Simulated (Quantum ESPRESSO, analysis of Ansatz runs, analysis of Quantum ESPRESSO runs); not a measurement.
## Charge-transition level of the Ti on the Ga site in GaAs (PBEsol) (Quantum ESPRESSO)

How near does this set-up come to the measured charge-transition level? Subject: Ti on the Ga site in GaAs. Set-up: PBEsol, GBRV 1.5 PBEsol, 32-site cell, PBEsol lattice, k: the single point 1/4 1/4 1/4 then 2x2x2 shifted, dielectric constants 10.9 and 12.9 (handbook). The model is a cell of 32 host atoms with 1 Ga taken out and 1 Ti put in. The level is the Fermi energy at which two charge states have equal formation energy, after a correction for the images of the charge. A local or semilocal functional is the cheapest first rung.

Measured beforehand: (+1/0) level below the conduction-band bottom: 0.9 eV, by DLTS; Ti(4+/3+) donor level, value from Fig. 2 (“Band-Edge Hydrostatic Deformation Potentials in III-V Semiconductors”, 1987, D. D. Nolte, W. Walukiewicz, and E. E. Haller). The runs below try to reproduce this.

Calculated with Quantum ESPRESSO 7.5; Quantum ESPRESSO plane-wave DFT, PBEsol, GBRV 1.5 PBEsol potentials; relaxation of all atoms of a defect supercell.

### Step 1. The structure

The cell holds 32 atoms: 15 Ga, 1 Ti and 16 As. Its edges and angles: a = 9.794 Å, b = 9.794 Å, c = 9.794 Å, α = 109.5°, β = 109.5°, γ = 109.5°. It derives from GaAs (space group F-43m). Nearest the centre at fractional (0.250, 0.500, 0.250): Ti7 at 0.05 Å, As19 at 2.43 Å, As23 at 2.43 Å, As22 at 2.48 Å, As28 at 2.48 Å, Ga10 at 3.95 Å, Ga1 at 3.95 Å, Ga12 at 3.98 Å. The cell carries charge +1.

The host's primitive cell comes from a first run (Quantum ESPRESSO plane-wave DFT, PBEsol, GBRV 1.5 PBEsol potentials; relaxation of cell and atoms of a defect-free cell): vectors of 3.998, 3.998 and 3.998 Å. That is 22.60 Å³ an atom. The supercell is built on it.

### Step 2. Relaxation, charge +1

Every later number rests on the structure around the defect, so the atoms are relaxed at the host's lattice first.

The input, pw.in:

```
&CONTROL
  calculation = 'relax'
  prefix = 'pwscf'
  outdir = './tmp'
  pseudo_dir = './pseudo'
  tprnfor = .true.
  disk_io = 'low'
  nstep = 70
  forc_conv_thr = 0.00078
  etot_conv_thr = 0.0001
/
&SYSTEM
  ibrav = 0
  nat = 32
  ntyp = 3
  ecutwfc = 45
  ecutrho = 360
  nbnd = 192
  occupations = 'smearing'
  smearing = 'fd'
  degauss = 0.00073499
  tot_charge = 1
  nosym = .true.
/
&ELECTRONS
  conv_thr = 3d-08
  electron_maxstep = 100
  mixing_beta = 0.5
/
&IONS
  ion_dynamics = 'bfgs'
/
ATOMIC_SPECIES
Ga    69.7230 ga_pbesol_v1.4.uspp.F.UPF
Ti    47.8670 ti_pbesol_v1.4.uspp.F.UPF
As    74.9216 as_pbesol_v1.uspp.F.UPF
CELL_PARAMETERS angstrom
  -5.6543511318    5.6543511318   -5.6543511318
   5.6543511318    5.6543511318    5.6543511318
   5.6543511318   -5.6543511318   -5.6543511318
ATOMIC_POSITIONS crystal
Ga     0.0042412187    0.0058496367    0.0020551088
Ga     0.0009293356    0.2485499492    0.7451115418
Ga    -0.0024737417    0.4987686190    0.5034537865
Ga    -0.0032250346    0.7529994531    0.2494516020
Ga     0.2496667233    0.0022598651    0.7551981783
Ga     0.2453104497    0.2453899276    0.4942843894
Ti     0.2530546081    0.4982336999    0.2536234608
Ga     0.2482479057    0.7532775451   -0.0024381703
Ga     0.4943918223   -0.0015676707    0.4956746376
Ga     0.4966053210    0.2528499621    0.2498604146
Ga     0.4960227341    0.5004263886   -0.0043983844
Ga     0.5016471248    0.7460653288    0.7472050218
Ga     0.7486845165    0.0030183315    0.2541591409
Ga     0.7440097012    0.2485572856   -0.0024754705
Ga     0.7533312245    0.5022706601    0.7561499674
Ga     0.7534259697    0.7495294139    0.4972432465
As     0.0051423312    0.0047790179    0.7553326270
As    -0.0032307041    0.2508700336    0.4955231726
As     0.0018629078    0.5024557735    0.2467827661
As    -0.0061641025    0.7477715392   -0.0030912828
As     0.2540113880   -0.0018637470    0.5021400589
As     0.2463666948    0.2439387523    0.2456507260
As     0.2537823936    0.4979068129    0.0021173114
As     0.2513963150    0.7531218385    0.7559268423
As     0.5009231801    0.0049307100    0.2491687176
As     0.4966754766    0.2445585391   -0.0053716898
As     0.4940094924    0.4963199382    0.7480893943
As     0.5060359289    0.7516205029    0.5027534573
As     0.7443847349   -0.0007128795   -0.0031787229
As     0.7540734740    0.2520888126    0.7481810875
As     0.7551201038    0.5018874145    0.5051968853
As     0.7455348217    0.7444473954    0.2483855783
K_POINTS crystal
1
0.25 0.25 0.25 1.0
```

Command:

```console
$ OMP_NUM_THREADS=1 mpirun -n 4 pw.x -in pw.in > pw.out
```

The log of the run:

```text
This program is part of the open-source Quantum ESPRESSO suite
     for quantum simulation of materials; please cite
         "P. Giannozzi et al., J. Phys.:Condens. Matter 21 395502 (2009);
         "P. Giannozzi et al., J. Phys.:Condens. Matter 29 465901 (2017);
         "P. Giannozzi et al., J. Chem. Phys. 152 154105 (2020);
          URL
     in publications or presentations arising from this work. More details at

     Subspace diagonalization in iterative solution of the eigenvalue problem:
     one sub-group per band group will be used
     scalapack distributed-memory algorithm (size of sub-group:  2*  2 procs)

     --------------------
     sticks:   dense  smooth     PW     G-vecs:    dense   smooth      PW
     Min        2309    1156    311               140661    49780    6969
     Max        2310    1158    312               140662    49783    6972
     Sum        9239    4629   1247               562645   199125   27883

     Using Slab Decomposition

     bravais-lattice index     =            0
     lattice parameter (alat)  =      18.5073  a.u.
     unit-cell volume          =    4879.8325 (a.u.)^3
     number of atoms/cell      =           32
     number of atomic types    =            3
     number of electrons       =       376.00
     number of Kohn-Sham states=          192
     kinetic-energy cutoff     =      45.0000  Ry
     charge density cutoff     =     360.0000  Ry
     scf convergence threshold =      3.0E-08
     mixing beta               =       0.5000
     number of iterations used =            8  plain     mixing
     energy convergence thresh.=      1.0E-04
     force convergence thresh. =      7.8E-04
     Exchange-correlation= SLA  PW   PSX  PSC
                           (   1   4  10   8   0   0   0)
     nstep                     =           70

     celldm(1)=  18.507266  celldm(2)=   0.000000  celldm(3)=   0.000000
     celldm(4)=   0.000000  celldm(5)=   0.000000  celldm(6)=   0.000000

     crystal axes: (cart. coord. in units of alat)
               a(1) = (  -0.577350   0.577350  -0.577350 )
               a(2) = (   0.577350   0.577350   0.577350 )
               a(3) = (   0.577350  -0.577350  -0.577350 )

     reciprocal axes: (cart. coord. in units 2 pi/alat)
               b(1) = (  0.000000  0.866025 -0.866025 )
               b(2) = (  0.866025  0.866025 -0.000000 )
               b(3) = (  0.866025  0.000000 -0.866025 )

     PseudoPot. # 1 for Ga read from file:
     ga_pbesol_v1.4.uspp.F.UPF
     Pseudo is Ultrasoft + core correction, Zval = 19.0
     Generated by new atomic code, or converted to UPF format
     Using radial grid of  871 points,  6 beta functions with:
                l(1) =   0
                l(2) =   0
                l(3) =   1
                l(4) =   1
                l(5) =   2
                l(6) =   2
     Q(r) pseudized with  8 coefficients,  rinner =    1.250   1.250   1.250
                                                       1.250   1.250

     PseudoPot. # 2 for Ti read from file:
     ti_pbesol_v1.4.uspp.F.UPF
     Pseudo is Ultrasoft + core correction, Zval = 12.0
     Generated by new atomic code, or converted to UPF format
     Using radial grid of  851 points,  6 beta functions with:
                l(1) =   0
                l(2) =   0
                l(3) =   1
                l(4) =   1
                l(5) =   2
                l(6) =   2
     Q(r) pseudized with  6 coefficients,  rinner =    1.000   1.000   1.000
                                                       1.000   1.000

     PseudoPot. # 3 for As read from file:
     as_pbesol_v1.uspp.F.UPF
     Pseudo is Ultrasoft + core correction, Zval =  5.0
     Generated by new atomic code, or converted to UPF format
     Using radial grid of  875 points,  6 beta functions with:
                l(1) =   0
                l(2) =   0
                l(3) =   1
                l(4) =   1
                l(5) =   2
                l(6) =   2
     Q(r) pseudized with  8 coefficients,  rinner =    1.300   1.300   1.300
                                                       1.300   1.300

     atomic species   valence    mass     pseudopotential
     Ga               19.00    69.72300     Ga( 1.00)
     Ti               12.00    47.86700     Ti( 1.00)
     As                5.00    74.92160     As( 1.00)

     No symmetry found

   Cartesian axes

     site n.     atom                  positions (alat units)
         1        Ga     tau(   1) = (   0.0021151   0.0046394  -0.0002579  )
         2        Ga     tau(   2) = (   0.5731542  -0.2861534  -0.2872265  )
         3        Ga     tau(   3) = (   0.5800616  -0.0041332  -0.0012768  )
         4        Ga     tau(   4) = (   0.5806274   0.2888615   0.2925855  )
         5        Ga     tau(   5) = (   0.2931735  -0.2905640  -0.5788543  )
         6        Ga     tau(   6) = (   0.2854211  -0.0020692  -0.2853293  )
         7        Ti     tau(   7) = (   0.2879838   0.2873269  -0.0048754  )
         8        Ga     tau(   8) = (   0.2901713   0.5796387   0.2929867  )
         9        Ga     tau(   9) = (  -0.0001645  -0.0016457  -0.5725202  )
        10        Ga     tau(  10) = (   0.0035248   0.2884412  -0.2849892  )
        11        Ga     tau(  11) = (   0.0000030   0.5778396   0.0050819  )
        12        Ga     tau(  12) = (   0.5725139   0.2889681  -0.2902841  )
        13        Ga     tau(  13) = (  -0.2837717   0.2872570  -0.5772494  )
        14        Ga     tau(  14) = (  -0.2874788   0.5744880  -0.2846204  )
        15        Ga     tau(  15) = (   0.2916135   0.2883587  -0.5815133  )
        16        Ga     tau(  16) = (   0.2848338   0.5806482  -0.2893332  )
        17        As     tau(  17) = (   0.4358817  -0.4303634  -0.4363013  )
        18        As     tau(  18) = (   0.4327956  -0.1431158  -0.1393853  )
        19        As     tau(  19) = (   0.4314975   0.1486884   0.1465373  )
        20        As     tau(  20) = (   0.4335002   0.4299520   0.4370697  )
        21        As     tau(  21) = (   0.1421811  -0.1443332  -0.4376403  )
        22        As     tau(  22) = (   0.1404247   0.1412515  -0.1432283  )
        23        As     tau(  23) = (   0.1421677   0.4327655   0.1397229  )
        24        As     tau(  24) = (   0.7261059   0.1435243  -0.1467632  )
        25        As     tau(  25) = (  -0.1425038   0.1481973  -0.4302190  )
        26        As     tau(  26) = (  -0.1486611   0.4310530  -0.1424584  )
        27        As     tau(  27) = (   0.4332435   0.1398574  -0.4305757  )
        28        As     tau(  28) = (   0.4320532   0.4358434  -0.1484765  )
[...]
atom   13 type  1   force =    -0.00048086    0.00029502    0.00020079
     atom   14 type  1   force =     0.00006076   -0.00018826    0.00005241
     atom   15 type  1   force =     0.00029963    0.00005864   -0.00019338
     atom   16 type  1   force =    -0.00023525    0.00004318    0.00002739
[...]
Total force =     0.003843     Total SCF correction =     0.000052
     Energy error            =      5.1E-05 Ry
     Gradient error          =      1.1E-03 Ry/Bohr

     number of scf cycles    =  14
     number of bfgs steps    =  13

     energy             old  =   -6984.8513939866 Ry
     energy             new  =   -6984.8514454383 Ry

     CASE: energy            _new < energy            _old

     new trust radius        =       0.0047141710 bohr
     new conv_thr            =       0.0000000003 Ry

ATOMIC_POSITIONS (crystal)
Ga              -0.0031545632       -0.0022528540       -0.0033094346
Ga              -0.0032580161        0.2473075053        0.7469430656
Ga              -0.0002537749        0.4994828354        0.5021147905
Ga              -0.0003197853        0.7528830538        0.2495188821
Ga               0.2503683314        0.0001163827        0.7504737854
Ga               0.2494779500        0.2497632219        0.5021646660
Ti               0.2495138955        0.5000614741        0.2497157289
Ga               0.2490851230        0.7528555060       -0.0001381552
Ga               0.4992764294        0.0024412896        0.4995563821
Ga               0.5023462758        0.2507070691        0.2498555700
Ga               0.5020797764        0.5003176560       -0.0000172786
Ga               0.4990287888        0.7494402519        0.7517530216
Ga               0.7488588709       -0.0000941032        0.2494164520
Ga               0.7470954445        0.2471325400       -0.0030994953
Ga               0.7492386685        0.4998626779        0.7492487084
Ga               0.7525383458        0.7503158936        0.4996918492
[...]
NEW-OLD atomic charge density approx. for the potential

     negative rho (up, down):  4.406E-04 0.000E+00

     Self-consistent Calculation

     iteration #  1     ecut=    45.00 Ry     beta= 0.50
     Davidson diagonalization with overlap
     ethr =  1.00E-06,  avg # of iterations =  6.0

     Threshold (ethr) on eigenvalues was too large:
     Diagonalizing with lowered threshold

     Davidson diagonalization with overlap
     ethr =  2.30E-09,  avg # of iterations =  9.0

     negative rho (up, down):  4.403E-04 0.000E+00

     total energy              =   -6984.85146286 Ry
     estimated scf accuracy    <       0.00001255 Ry

     iteration #  2     ecut=    45.00 Ry     beta= 0.50
     Davidson diagonalization with overlap
     ethr =  3.34E-09,  avg # of iterations =  7.0

     negative rho (up, down):  4.407E-04 0.000E+00

     total energy              =   -6984.85145479 Ry
     estimated scf accuracy    <       0.00013302 Ry

     iteration #  3     ecut=    45.00 Ry     beta= 0.50
     Davidson diagonalization with overlap
     ethr =  3.34E-09,  avg # of iterations =  7.0

     negative rho (up, down):  4.406E-04 0.000E+00

     total energy              =   -6984.85146667 Ry
     estimated scf accuracy    <       0.00001137 Ry

     iteration #  4     ecut=    45.00 Ry     beta= 0.50
     Davidson diagonalization with overlap
     ethr =  3.02E-09,  avg # of iterations =  5.0

     negative rho (up, down):  4.406E-04 0.000E+00

     total energy              =   -6984.85146786 Ry
     estimated scf accuracy    <       0.00000045 Ry

     iteration #  5     ecut=    45.00 Ry     beta= 0.50
     Davidson diagonalization with overlap
     ethr =  1.18E-10,  avg # of iterations =  4.0

     negative rho (up, down):  4.406E-04 0.000E+00

     total energy              =   -6984.85146791 Ry
     estimated scf accuracy    <       0.00000005 Ry

     iteration #  6     ecut=    45.00 Ry     beta= 0.50
     Davidson diagonalization with overlap
     ethr =  1.44E-11,  avg # of iterations =  5.0

     negative rho (up, down):  4.406E-04 0.000E+00

     total energy              =   -6984.85146792 Ry
     estimated scf accuracy    <          4.2E-09 Ry

     iteration #  7     ecut=    45.00 Ry     beta= 0.50
     Davidson diagonalization with overlap
     ethr =  1.10E-12,  avg # of iterations =  5.0

     negative rho (up, down):  4.406E-04 0.000E+00

     total energy              =   -6984.85146792 Ry
     estimated scf accuracy    <          7.8E-10 Ry

     iteration #  8     ecut=    45.00 Ry     beta= 0.50
     Davidson diagonalization with overlap
     ethr =  2.08E-13,  avg # of iterations =  5.0

     negative rho (up, down):  4.406E-04 0.000E+00

     End of self-consistent calculation

          k = 0.4330 0.4330-0.4330 ( 24868 PWs)   bands (ev):

[...]
-3.4677  -3.4672  -3.4660  -3.4653  -3.4649  -3.4642  -3.4621  -3.4613
    -3.4202  -3.4192  -3.4175  -3.1591   0.8842   0.8880   0.8885   0.9020
     0.9025   0.9145   0.9160   0.9172   0.9592   0.9604   0.9640   2.2998
     3.0327   3.0335   3.0348   3.5898   3.8573   3.8579   3.9047   3.9068
     3.9074   3.9479   3.9489   3.9492   4.1614   4.1619   4.1625   4.7365
     5.1092   5.1107   5.1480   5.1647   5.1651   5.1659   5.1837   5.1848
     5.1851   5.2742   5.2751   5.2759   6.2156   6.2174   6.2180   6.4566
     6.4581   6.5399   6.5411   6.5417   7.7163   7.7172   8.5491   8.5513

     the Fermi energy is     7.1555 ev

!    total energy              =   -6984.85146792 Ry
     estimated scf accuracy    <          1.3E-10 Ry
     smearing contrib. (-TS)   =       0.00000000 Ry
     internal energy E=F+TS    =   -6984.85146792 Ry

     The total energy is F=E-TS. E is the sum of the following terms:
     one-electron contribution =   -6202.35905206 Ry
     hartree contribution      =    3221.05910468 Ry
     xc contribution           =   -1238.18511202 Ry
     ewald contribution        =   -2765.36640852 Ry

     convergence has been achieved in   8 iterations

     negative rho (up, down):  4.406E-04 0.000E+00

     Forces acting on atoms (cartesian axes, Ry/au):

[...]
atom   25 type  3   force =    -0.00027884    0.00016919   -0.00017533
     atom   26 type  3   force =    -0.00066850   -0.00045546    0.00005871
     atom   27 type  3   force =    -0.00008875    0.00005357    0.00010911
     atom   28 type  3   force =     0.00000145    0.00014022   -0.00010825
     atom   29 type  3   force =     0.00017485    0.00009994    0.00021382
     atom   30 type  3   force =     0.00002893    0.00016746    0.00001195
     atom   31 type  3   force =     0.00005962   -0.00008924   -0.00012955
     atom   32 type  3   force =     0.00024776   -0.00013891   -0.00018819

     Total force =     0.002304     Total SCF correction =     0.000103
     Energy error            =      2.2E-05 Ry
     Gradient error          =      6.7E-04 Ry/Bohr

     bfgs converged in  15 scf cycles and  14 bfgs steps
     (criteria: energy <  1.0E-04 Ry, force <  7.8E-04 Ry/Bohr)

     End of BFGS Geometry Optimization

     Final energy             =   -6984.8514679233 Ry

     File ./tmp/pwscf.bfgs deleted, as requested
Begin final coordinates

ATOMIC_POSITIONS (crystal)
[...]
As               0.5000868140        0.0004693566        0.2496801736
As               0.4992542340        0.2496777882       -0.0008907955
As               0.5003237607        0.4997598891        0.7497724128
As               0.5002909792        0.7505637403        0.5001478808
As               0.7490695648       -0.0005559898        0.0002090977
As               0.7492307170        0.2507621825        0.7493482018
As               0.7500617080        0.5003065324        0.5006625119
As               0.7497148010        0.7512117177        0.2495501195
End final coordinates

=------------------------------------------------------------------------------=
   JOB DONE.
=------------------------------------------------------------------------------=
```

Wall time 28 min (4 MPI ranks of Arm Neoverse V1, shared host); peak memory 2.7 GiB.

Relaxation path:

| step | energy less that of the first step (eV) |
| --- | --- |
| 0 | 0.0000 |
| 1 | -0.2204 |
| 2 | -0.3542 |
| 3 | -0.3937 |
| 4 | -0.3980 |
| 5 | -0.4026 |
| 6 | -0.4079 |
| 7 | -0.4110 |
| 8 | -0.4122 |
| 9 | -0.4136 |
| 10 | -0.4152 |
| 11 | -0.4160 |
| 12 | -0.4167 |
| 13 | -0.4174 |
| 14 | -0.4177 |

The atoms that moved most (Å):

```
atom      dx      dy      dz  length
 Ga1  -0.034  -0.057   0.026   0.072
Ga10  -0.045   0.020  -0.045   0.066
Ga12   0.060  -0.021   0.008   0.064
 Ga6   0.046   0.004  -0.043   0.063
Ga11  -0.010   0.009  -0.060   0.061
As32   0.021   0.055   0.008   0.060
As23   0.020   0.004   0.054   0.058
Ga15  -0.029   0.002   0.049   0.057
```

Final coordinates:

```
CELL_PARAMETERS angstrom
-5.65435 5.65435 -5.65435
5.65435 5.65435 5.65435
5.65435 -5.65435 -5.65435
ATOMIC_POSITIONS crystal
Ga 0.99685 0.99775 0.99669
Ga 0.99674 0.24731 0.74694
Ga 0.99975 0.49948 0.50211
Ga 0.99968 0.75288 0.24952
Ga 0.25037 0.00012 0.75047
Ga 0.24948 0.24976 0.50216
Ti 0.24951 0.50006 0.24972
Ga 0.24909 0.75286 0.99986
Ga 0.49928 0.00244 0.49956
Ga 0.50235 0.25071 0.24986
Ga 0.50208 0.50032 0.99998
Ga 0.49903 0.74944 0.75175
Ga 0.74886 0.99991 0.24942
Ga 0.74710 0.24713 0.99690
Ga 0.74924 0.49986 0.74925
Ga 0.75254 0.75032 0.49969
As 0.00093 0.00011 0.74947
As 0.99839 0.24853 0.49860
As 0.99891 0.50008 0.24947
As 0.99807 0.74937 0.99840
As 0.24942 0.99994 0.50101
As 0.24942 0.24944 0.24962
As 0.24930 0.50003 0.99910
As 0.24940 0.75055 0.74973
As 0.50009 0.00047 0.24968
As 0.49925 0.24968 0.99911
As 0.50032 0.49976 0.74977
As 0.50029 0.75056 0.50015
As 0.74907 0.99944 0.00021
As 0.74923 0.25076 0.74935
As 0.75006 0.50031 0.50066
As 0.74971 0.75121 0.24955
```

Neighbours of Ti7 at the end:

```
atom  distance (Å)
As19         2.454
As23         2.454
As22         2.454
As28         2.454
Ga12         4.015
 Ga3         4.016
Ga10         4.016
Ga11         4.017
 Ga1         4.017
 Ga9         4.017
Ga14         4.018
 Ga8         4.019
 Ga4         4.020
 Ga6         4.020
 Ga2         4.020
Ga16         4.022
```

From the first step to the last the energy fell by 0.418 eV, and the largest move was 0.07 Å (Ga1). Judged within 0.08 Å, the space group went from P1 to I-43m.

(Continued in part 2 of 4.)

[Logs are printed without paths, hosts, clocks, repeated set-up lines and the standing remarks that a program may print on its own settings, such as how far it seeks lower states.]

[Hosts, paths, dates, database ids (printed as entryN), source tags and the programs' standing remarks are cut or masked in the printed files.]

[For some hosts the program warned that the k-mesh of the response run may be too coarse for force constants and the static dielectric constant; such warnings are not shown here.]
